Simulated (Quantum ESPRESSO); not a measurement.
# 2H-WS2, 2 layers, AA' stacking: a series in biaxial strain, part 3 of 6

Aim: how the results for 2H-WS2, 2 layers, AA' stacking change with biaxial strain.

Quantum ESPRESSO 7.5; plane-wave DFT, PBE, GBRV ultrasoft pseudopotentials.

So far. Step 2 (Variable-cell relaxation of the reference):  The last row is no step: it is a fresh SCF in the final cell with a new plane-wave basis, +2 meV from the row before. Step 3 (Relaxing the ions, -4 %): The relaxation lowers the energy by 16 meV an atom.

### 5. Electrostatic potential, -4 %

plot_num = 11 writes the bare and Hartree potential, from which vacuum levels or, in a crystal, the mean potential are read.

The input, m0.pot.in:

```
&inputpp
  prefix = 'm0.scf'
  outdir = './out'
  filplot = 'm0.pot.dat'
  plot_num = 11
/
```

Run with:

```
OMP_NUM_THREADS=1 mpirun -n 4 pp.x -in m0.pot.in > m0.pot.out
```

What it wrote:

```text
[banner, memory and clock lines left out]
Program POST-PROC v.7.5 starts

          URL

     ./out/m0.scf.save/

     IMPORTANT: XC functional enforced from input :
     Exchange-correlation= PBE
                           (   1   4   3   4   0   0   0)
     Any further DFT definition will be discarded
     Please, verify this is what you really want

     negative rho (up, down):  1.285E-01 0.000E+00

     Calling punch_plot, plot_num =  11
     Writing data to file  m0.pot.dat
     Message from routine chdens:
     namelist plot not found or invalid, exiting
```

The job ended after 1.1 s (4 MPI ranks of Arm Neoverse V1, shared host; peak memory 0.14 GiB).

Numbers from this step:

* slope of the potential above: 7.22e-5 eV/Å
* upper vacuum line continued to the top atoms, over the valence top: 5.471 eV
* slope of the potential below: -6.21e-5 eV/Å
* lower vacuum line continued to the bottom atoms, over the valence top: 5.471 eV
* vacuum level at the upper face over the valence top of the mesh: 5.471 eV
* vacuum level at the lower face over the valence top of the mesh: 5.471 eV

The potential energy, planar mean oscillates, so the rows of the table below give means over windows of 1 Å about each position, cut where the curve ends. Its maxima inside the range that stand out by 2 % of the span (Å: eV): 8.6: -6.39, 10.4: -6.33, 12.6: 4.47, 14.8: -6.33, 16.5: -6.39. Its minima: 7.9: -15.2, 9.4: -13.6, 11.1: -15.3, 14.1: -15.3, 15.7: -13.6, 17.2: -15.2.

Electrostatic potential energy of an electron; zero at the highest filled level of the SCF mesh. Potential energy, planar mean against z; means over each step:

```csv
z (Å),"potential energy, planar mean (eV)"
0,5.47
1,5.47
2,5.47
3,5.47
4,5.47
5,5.46
6,5.23
7,0.0309
8,-12.0
9,-10.2
10,-9.78
11,-12.1
12,0.775
13,2.38
14,-11.8
15,-9.02
16,-11.2
17,-11.2
18,-2.38
19,5.08
20,5.45
21,5.47
22,5.47
23,5.47
24,5.47
25,5.47
```

### 6. Bands along a path, -4 %

Bands along a path place the edges.

The input, m0.bands.in:

```
&control
  prefix = 'm0.bands'
  outdir = './out'
  pseudo_dir = './pseudo'
  calculation = 'bands'
/
&system
  ibrav = 0
  nat = 6
  ntyp = 2
  ecutwfc = 40
  ecutrho = 200
  occupations = 'smearing'
  smearing = 'fd'
  degauss = 0.002
  nbnd = 32
/
&electrons
  conv_thr = 1e-07
  mixing_beta = 0.4
  electron_maxstep = 120
  mixing_mode = 'plain'
/
ATOMIC_SPECIES
  S   32.0600  s_pbe_v1.4.uspp.F.UPF
  W   183.8400  w_pbe_v1.2.uspp.F.UPF
CELL_PARAMETERS angstrom
  3.03238978752000 0.00000000000000 0.00000000000000
  -1.51619489376000 2.62612659072000 0.00000000000000
  0.00000000000000 0.00000000000000 25.15124046500000
ATOMIC_POSITIONS crystal
  S   0.333333333300 0.666666666700 0.311875358700
  W   0.000000000000 0.000000000000 0.376487065900
  S   0.333333333300 0.666666666700 0.441054431400
  S   0.000000000000 0.000000000000 0.558945568600
  W   0.333333333300 0.666666666700 0.623512934100
  S   0.000000000000 0.000000000000 0.688124641300
K_POINTS crystal_b
4
  0.0000000000 0.0000000000 0.0000000000 12
  0.5000000000 0.0000000000 0.0000000000 12
  0.3333333333 0.3333333333 0.0000000000 12
  0.0000000000 0.0000000000 0.0000000000 1
```

Run with:

```
cp -r out/m0.scf.save out/m0.bands.save
cp out/m0.scf.xml out/m0.bands.xml
OMP_NUM_THREADS=1 mpirun -n 4 pw.x -nk 4 -in m0.bands.in > m0.bands.out
```

What it wrote:

```text
[banner, memory and clock lines left out]
Program PWSCF v.7.5 starts

          URL

     Atomic positions and unit cell read from directory:
     ./out/m0.bands.save/

     Message from routine setup:
     using ibrav=0 with symmetry is DISCOURAGED, use correct ibrav instead

     G-vector sticks info

     bravais-lattice index     =            0
     lattice parameter (alat)  =       5.7304  a.u.
     unit-cell volume          =    1351.6265 (a.u.)^3
     number of atoms/cell      =            6
     number of atomic types    =            2
     number of electrons       =        52.00
     number of Kohn-Sham states=           32
     kinetic-energy cutoff     =      40.0000  Ry
     charge density cutoff     =     200.0000  Ry
     Exchange-correlation= SLA  PW   PBE  PBE
                           (   1   4   3   4   0   0   0)

     celldm(1)=   5.730386  celldm(2)=   0.000000  celldm(3)=   0.000000
     celldm(4)=   0.000000  celldm(5)=   0.000000  celldm(6)=   0.000000

     crystal axes: (cart. coord. in units of alat)
               a(1) = (   1.000000   0.000000   0.000000 )
               a(2) = (  -0.500000   0.866025   0.000000 )
               a(3) = (   0.000000   0.000000   8.294198 )

     reciprocal axes: (cart. coord. in units 2 pi/alat)
               b(1) = (  1.000000  0.577350 -0.000000 )
               b(2) = (  0.000000  1.154701  0.000000 )
               b(3) = (  0.000000 -0.000000  0.120566 )

     PseudoPot. # 1 for S  read from file:
     ./pseudo/s_pbe_v1.4.uspp.F.UPF
     Pseudo is Ultrasoft + core correction, Zval =  6.0
     Generated by new atomic code, or converted to UPF format
     Using radial grid of  907 points,  6 beta functions with:
                l(1) =   0
                l(2) =   0
                l(3) =   1
                l(4) =   1
                l(5) =   2
                l(6) =   2
     Q(r) pseudized with  8 coefficients,  rinner =    1.300   1.300   1.300
                                                       1.300   1.300

     PseudoPot. # 2 for W  read from file:
     ./pseudo/w_pbe_v1.2.uspp.F.UPF
     Pseudo is Ultrasoft + core correction, Zval = 14.0
     Generated by new atomic code, or converted to UPF format
     Using radial grid of  923 points,  8 beta functions with:
                l(1) =   0
                l(2) =   0
                l(3) =   0
                l(4) =   1
                l(5) =   1
                l(6) =   2
                l(7) =   2
                l(8) =   3
     Q(r) pseudized with  6 coefficients,  rinner =    1.350   1.350   1.350
                                                       1.350   1.350   1.350
                                                       1.350

     atomic species   valence    mass     pseudopotential
     S                 6.00    32.06000     S ( 1.00)
     W                14.00   183.84000     W ( 1.00)

     12 Sym. Ops., with inversion, found ( 6 have fractional translation)

   Cartesian axes

     site n.     atom                  positions (alat units)
         1        S      tau(   1) = (  -0.0000000   0.5773503   2.5867559  )
         2        W      tau(   2) = (   0.0000000   0.0000000   3.1226582  )
         3        S      tau(   3) = (  -0.0000000   0.5773503   3.6581927  )
         4        S      tau(   4) = (   0.0000000   0.0000000   4.6360051  )
         5        W      tau(   5) = (  -0.0000000   0.5773503   5.1715396  )
         6        S      tau(   6) = (   0.0000000   0.0000000   5.7074418  )

     number of k points=    37  Fermi-Dirac smearing, width (Ry)=  0.0020
                       cart. coord. in units 2pi/alat
        k(    1) = (   0.0000000   0.0000000   0.0000000), wk =   0.0540541
        k(    2) = (   0.0416667   0.0240563   0.0000000), wk =   0.0540541
        k(    3) = (   0.0833333   0.0481125   0.0000000), wk =   0.0540541
        k(    4) = (   0.1250000   0.0721688   0.0000000), wk =   0.0540541
        k(    5) = (   0.1666667   0.0962250   0.0000000), wk =   0.0540541
        k(    6) = (   0.2083333   0.1202813   0.0000000), wk =   0.0540541
        k(    7) = (   0.2500000   0.1443376   0.0000000), wk =   0.0540541
        k(    8) = (   0.2916667   0.1683938   0.0000000), wk =   0.0540541
        k(    9) = (   0.3333333   0.1924501   0.0000000), wk =   0.0540541
        k(   10) = (   0.3750000   0.2165064   0.0000000), wk =   0.0540541
        k(   11) = (   0.4166667   0.2405626   0.0000000), wk =   0.0540541
        k(   12) = (   0.4583333   0.2646189   0.0000000), wk =   0.0540541
        k(   13) = (   0.5000000   0.2886751   0.0000000), wk =   0.0540541
        k(   14) = (   0.4861111   0.3127314   0.0000000), wk =   0.0540541
        k(   15) = (   0.4722222   0.3367877   0.0000000), wk =   0.0540541
        k(   16) = (   0.4583333   0.3608439   0.0000000), wk =   0.0540541
        k(   17) = (   0.4444444   0.3849002   0.0000000), wk =   0.0540541
        k(   18) = (   0.4305556   0.4089564   0.0000000), wk =   0.0540541
        k(   19) = (   0.4166667   0.4330127   0.0000000), wk =   0.0540541
        k(   20) = (   0.4027778   0.4570690   0.0000000), wk =   0.0540541
        k(   21) = (   0.3888889   0.4811252   0.0000000), wk =   0.0540541
        k(   22) = (   0.3750000   0.5051815   0.0000000), wk =   0.0540541
        k(   23) = (   0.3611111   0.5292377   0.0000000), wk =   0.0540541
        k(   24) = (   0.3472222   0.5532940   0.0000000), wk =   0.0540541
        k(   25) = (   0.3333333   0.5773503   0.0000000), wk =   0.0540541
        k(   26) = (   0.3055556   0.5292377   0.0000000), wk =   0.0540541
        k(   27) = (   0.2777778   0.4811252   0.0000000), wk =   0.0540541
        k(   28) = (   0.2500000   0.4330127   0.0000000), wk =   0.0540541
        k(   29) = (   0.2222222   0.3849002   0.0000000), wk =   0.0540541
        k(   30) = (   0.1944444   0.3367877   0.0000000), wk =   0.0540541
        k(   31) = (   0.1666667   0.2886751   0.0000000), wk =   0.0540541
        k(   32) = (   0.1388889   0.2405626   0.0000000), wk =   0.0540541
        k(   33) = (   0.1111111   0.1924501   0.0000000), wk =   0.0540541
        k(   34) = (   0.0833333   0.1443376   0.0000000), wk =   0.0540541
        k(   35) = (   0.0555556   0.0962250   0.0000000), wk =   0.0540541
        k(   36) = (   0.0277778   0.0481125   0.0000000), wk =   0.0540541
        k(   37) = (   0.0000000   0.0000000   0.0000000), wk =   0.0540541

     Dense  grid:    64407 G-vectors     FFT dimensions: (  27,  27, 216)

     Smooth grid:    46307 G-vectors     FFT dimensions: (  24,  24, 192)

     The potential is recalculated from file :
     ./out/m0.bands.save/charge-density

     negative rho (up, down):  1.285E-01 0.000E+00
[...]
2.5701   2.6792   6.6770   6.7111   6.9609   7.1752   7.3302   7.7009

          k = 0.4583 0.3608 0.0000 (  5806 PWs)   bands (ev):

   -70.5183 -70.5183 -35.0921 -35.0919 -34.8052 -34.8047 -34.7155 -34.7155
    -9.3144  -9.2283  -9.2257  -9.1996  -3.6158  -3.4572  -2.5265  -2.4189
    -1.5123  -1.1861  -0.1444  -0.0744   0.6397   0.8387   1.5126   1.5972
     2.6430   2.7620   6.5988   6.6563   7.0122   7.2652   7.5028   7.5035

          k = 0.4444 0.3849 0.0000 (  5790 PWs)   bands (ev):

   -70.5179 -70.5179 -35.0834 -35.0831 -34.8039 -34.8034 -34.7326 -34.7324
    -9.2821  -9.2027  -9.1941  -9.1656  -3.5266  -3.3714  -2.5387  -2.4617
    -1.4757  -1.1546  -0.2580  -0.1346   0.6400   0.8686   1.1757   1.2729
     2.7012   2.8322   6.4954   6.6141   7.0274   7.2822   7.3209   7.6569

          k = 0.4306 0.4090 0.0000 (  5782 PWs)   bands (ev):

   -70.5175 -70.5174 -35.0724 -35.0721 -34.8024 -34.8021 -34.7535 -34.7533
    -9.2447  -9.1741  -9.1543  -9.1229  -3.4148  -3.2649  -2.5603  -2.5179
    -1.4333  -1.1215  -0.3593  -0.1899   0.6268   0.8245   0.8655   0.9419
     2.7549   2.8968   6.4006   6.5504   6.8568   7.2490   7.2793   7.5264

          k = 0.4167 0.4330 0.0000 (  5774 PWs)   bands (ev):

   -70.5169 -70.5169 -35.0592 -35.0592 -34.8007 -34.8005 -34.7774 -34.7774
    -9.2048  -9.1434  -9.1075  -9.0744  -3.2826  -3.1403  -2.5935  -2.5856
    -1.3886  -1.0931  -0.4377  -0.2374   0.4427   0.5616   0.6355   0.8856
     2.8132   2.9627   6.3120   6.4634   6.6179   7.1207   7.2974   7.4684

          k = 0.4028 0.4571 0.0000 (  5752 PWs)   bands (ev):

   -70.5164 -70.5164 -35.0440 -35.0440 -34.8037 -34.8036 -34.7988 -34.7987
    -9.1644  -9.1123  -9.0561  -9.0232  -3.1331  -3.0016  -2.6606  -2.6381
    -1.3457  -1.0793  -0.4902  -0.2883   0.1244   0.2188   0.6055   0.8604
     2.8822   3.0347   6.2260   6.3454   6.4083   6.9443   7.3477   7.4271

          k = 0.3889 0.4811 0.0000 (  5756 PWs)   bands (ev):

   -70.5159 -70.5159 -35.0274 -35.0273 -34.8312 -34.8312 -34.7973 -34.7971
    -9.1257  -9.0827  -9.0033  -8.9729  -2.9722  -2.8539  -2.7353  -2.6909
    -1.3113  -1.0986  -0.5266  -0.3931  -0.0915  -0.0845   0.5760   0.8184
     2.9634   3.1148   6.1388   6.1875   6.2589   6.7911   7.3871   7.3897

          k = 0.3750 0.5052 0.0000 (  5746 PWs)   bands (ev):

   -70.5154 -70.5154 -35.0093 -35.0092 -34.8589 -34.8588 -34.7958 -34.7957
    -9.0906  -9.0570  -8.9530  -8.9274  -2.8438  -2.7648  -2.7468  -2.7040
    -1.2987  -1.1819  -0.5875  -0.5526  -0.2838  -0.1644   0.5480   0.7618
     3.0530   3.1999   6.0469   6.0511   6.1305   6.6715   7.3595   7.4200

          k = 0.3611 0.5292 0.0000 (  5752 PWs)   bands (ev):

   -70.5150 -70.5150 -34.9905 -34.9905 -34.8854 -34.8854 -34.7947 -34.7947
    -9.0612  -9.0377  -8.9097  -8.8909  -2.8802  -2.7949  -2.6213  -2.5678
    -1.3361  -1.3275  -0.6900  -0.6578  -0.3311  -0.1900   0.5305   0.6953
     3.1392   3.2809   5.9478   5.9710   6.0178   6.5877   7.3529   7.4340

          k = 0.3472 0.5533 0.0000 (  5756 PWs)   bands (ev):

   -70.5148 -70.5148 -34.9727 -34.9727 -34.9084 -34.9083 -34.7940 -34.7940
    -9.0395  -9.0271  -8.8780  -8.8679  -2.9181  -2.8293  -2.4869  -2.4659
    -1.4951  -1.3913  -0.7446  -0.7078  -0.3041  -0.2163   0.5344   0.6267
     3.2046   3.3425   5.8939   5.9143   5.9359   6.5393   7.3679   7.4270

          k = 0.3333 0.5774 0.0000 (  5766 PWs)   bands (ev):

   -70.5147 -70.5147 -34.9635 -34.9635 -34.9196 -34.9195 -34.7938 -34.7938
    -9.0276  -9.0276  -8.8629  -8.8629  -2.9322  -2.8422  -2.4293  -2.4293
    -1.5645  -1.4271  -0.7378  -0.7378  -0.2570  -0.2570   0.5678   0.5678
     3.2296   3.3664   5.8822   5.8979   5.8979   6.5239   7.3988   7.3988

          k = 0.3056 0.5292 0.0000 (  5744 PWs)   bands (ev):

   -70.5151 -70.5151 -34.9855 -34.9855 -34.8888 -34.8888 -34.7949 -34.7949
    -9.0685  -9.0385  -8.9216  -8.8993  -2.8691  -2.7817  -2.5711  -2.5470
    -1.3349  -1.2842  -0.8012  -0.6411  -0.3714  -0.1894   0.5459   0.7198
     3.1277   3.2632   5.8898   5.9805   5.9935   6.5761   7.3413   7.4723

          k = 0.2778 0.4811 0.0000 (  5754 PWs)   bands (ev):

   -70.5165 -70.5165 -35.0046 -35.0045 -34.8429 -34.8426 -34.7992 -34.7991
    -9.1772  -9.1019  -9.0769  -9.0420  -2.7514  -2.6842  -2.6475  -2.5871
    -1.0479  -1.0163  -0.8138  -0.4954  -0.4584  -0.1887   0.7129   0.9449
     2.8955   3.0153   5.7841   6.0870   6.1328   6.7048   7.4218   7.5186

          k = 0.2500 0.4330 0.0000 (  5738 PWs)   bands (ev):

   -70.5188 -70.5188 -35.0041 -35.0041 -34.8067 -34.8065 -34.7955 -34.7953
    -9.4127  -9.3070  -9.2605  -9.1988  -2.7609  -2.6873  -2.3238  -2.2585
    -1.1068  -0.9442  -0.7064  -0.3968  -0.2267  -0.0443   0.9987   1.1961
     2.6729   2.7614   5.4709   5.9678   6.3130   6.8487   7.4616   7.4750

          k = 0.2222 0.3849 0.0000 (  5760 PWs)   bands (ev):

   -70.5222 -70.5222 -34.9825 -34.9825 -34.8172 -34.8172 -34.7502 -34.7502
    -9.7669  -9.6489  -9.4408  -9.3394  -2.6484  -2.5432  -1.8900  -1.8154
    -1.2571  -1.0004  -0.7779  -0.3925   0.2675   0.3207   1.3199   1.4383
     2.5346   2.5941   5.1189   5.6992   6.4487   6.9286   7.1972   7.2329

          k = 0.1944 0.3368 0.0000 (  5774 PWs)   bands (ev):

   -70.5264 -70.5264 -34.9405 -34.9404 -34.8305 -34.8304 -34.7085 -34.7085
   -10.1721 -10.0426  -9.6321  -9.4982  -2.4940  -2.2968  -1.5316  -1.3397
    -1.2816  -1.1116  -0.7517  -0.3464   0.7508   0.7661   1.6263   1.6452
     2.4576   2.5083   4.8701   5.4497   6.4856   6.7422   6.8277   6.9255

          k = 0.1667 0.2887 0.0000 (  5764 PWs)   bands (ev):

   -70.5313 -70.5313 -34.8815 -34.8814 -34.8454 -34.8454 -34.6713 -34.6713
   -10.5871 -10.4500  -9.8251  -9.6625  -2.5071  -2.0972  -1.4225  -1.3217
    -1.0140  -0.7148  -0.4103  -0.1529   1.1648   1.1935   1.8004   1.8833
     2.3744   2.4428   4.8149   5.3488   6.3115   6.4395   6.4686   6.8023

          k = 0.1389 0.2406 0.0000 (  5754 PWs)   bands (ev):

   -70.5363 -70.5363 -34.8611 -34.8611 -34.8120 -34.8119 -34.6390 -34.6389
   -10.9818 -10.8406 -10.0083  -9.8207  -2.7671  -2.2282  -1.0866  -1.0860
    -0.8143  -0.3030   0.1825   0.2894   1.4229   1.4278   1.9007   2.0645
     2.3156   2.4494   4.9573   5.4288   6.0614   6.2291   6.3652   6.6528

          k = 0.1111 0.1925 0.0000 (  5755 PWs)   bands (ev):

   -70.5412 -70.5412 -34.8765 -34.8764 -34.7389 -34.7389 -34.6127 -34.6124
   -11.3334 -11.1905 -10.1717  -9.9632  -3.1089  -2.5457  -0.6382  -0.6258
    -0.5770   0.0430   0.8117   0.8714   1.3728   1.3813   1.9596   2.1622
     2.3659   2.6606   5.2410   5.6191   6.0412   6.1782   6.3226   6.5239

          k = 0.0833 0.1443 0.0000 (  5759 PWs)   bands (ev):

   -70.5456 -70.5456 -34.8901 -34.8899 -34.6707 -34.6706 -34.5920 -34.5919
   -11.6247 -11.4815 -10.3071 -10.0820  -3.4312  -2.8647  -0.3782  -0.1197
    -0.1047   0.4020   1.1701   1.1814   1.3824   1.4224   2.0078   2.2016
     2.4206   2.9306   5.6311   5.8603   6.1775   6.2904   6.3455   6.4585

          k = 0.0556 0.0962 0.0000 (  5751 PWs)   bands (ev):

   -70.5490 -70.5490 -34.9006 -34.9004 -34.6150 -34.6149 -34.5772 -34.5772
   -11.8425 -11.6997 -10.4082 -10.1712  -3.6868  -3.1219  -0.1702   0.3424
     0.3525   0.7588   0.9761   0.9841   1.8149   1.8469   2.0674   2.1978
     2.4197   3.1194   6.0743   6.1464   6.3476   6.4375   6.4456   6.4822

          k = 0.0278 0.0481 0.0000 (  5739 PWs)   bands (ev):

   -70.5511 -70.5511 -34.9070 -34.9070 -34.5785 -34.5784 -34.5684 -34.5683
   -11.9771 -11.8348 -10.4706 -10.2264  -3.8496  -3.2867  -0.0270   0.6751
     0.6823   0.8440   0.8506   1.0476   2.0726   2.0998   2.1396   2.1714
     2.3871   3.2055   6.4071   6.4471   6.4788   6.5470   6.5516   6.5753

          k = 0.0000 0.0000 0.0000 (  5735 PWs)   bands (ev):

   -70.5519 -70.5519 -34.9095 -34.9093 -34.5656 -34.5656 -34.5654 -34.5654
   -12.0226 -11.8805 -10.4917 -10.2451  -3.9054  -3.3434   0.0238   0.7979
     0.7979   0.8041   0.8041   1.1653   2.1541   2.1541   2.1807   2.1807
     2.3636   3.2255   6.5095   6.5095   6.5920   6.5920   6.6046   6.6046

     XML data file, pseudopotentials, collected wavefunctions

                                        0.00s GPU  (     623 calls)
```

Elapsed: 49 s, on 4 MPI ranks; peak memory 0.39 GiB.

Numbers from this step:

* valence top, on the run's zero: 3.366 eV
* gap by band count: 1.449 eV

Band numbers count within the set of bands kept for display. Electronic bands along the path, in eV, zero at the highest filled level of the SCF mesh; v1 is the highest filled band, c1 the lowest empty one:

```csv
point,v4,v3,v2,v1,c1,c2,c3,c4
Γ,-1.19,-1.19,-1.00,-0.14,3.14,3.14,3.23,3.23
halfway,-1.59,-1.55,-1.30,-1.18,1.82,2.29,2.65,2.77
M,-1.18,-1.15,-0.96,-0.85,3.31,3.55,3.57,3.61
halfway,-2.73,-2.48,-0.55,-0.40,2.95,3.10,3.25,3.75
K,-2.80,-2.80,-0.14,0.00,2.52,2.53,2.53,3.16
halfway,-1.57,-1.48,-0.99,-0.92,1.45,1.98,2.94,3.07
Γ,-1.19,-1.19,-1.00,-0.14,3.14,3.14,3.23,3.23
```

Along this path the valence top lies at K and the conduction bottom between K and Γ.

[end of part 3 of 6]

[Logs are printed without paths, hosts, clocks, repeated set-up lines and the standing remarks that a program may print on its own settings, such as how far it seeks lower states.]

[Hosts, paths, dates, database ids (printed as entryN), source tags and the programs' standing remarks are cut or masked in the printed files.]

[Maps of the electrostatic potential energy from Ansatz leave out the sawtooth potential of an applied field or a dipole correction, so their vacuum need not be flat; planar profiles and work functions include it.]
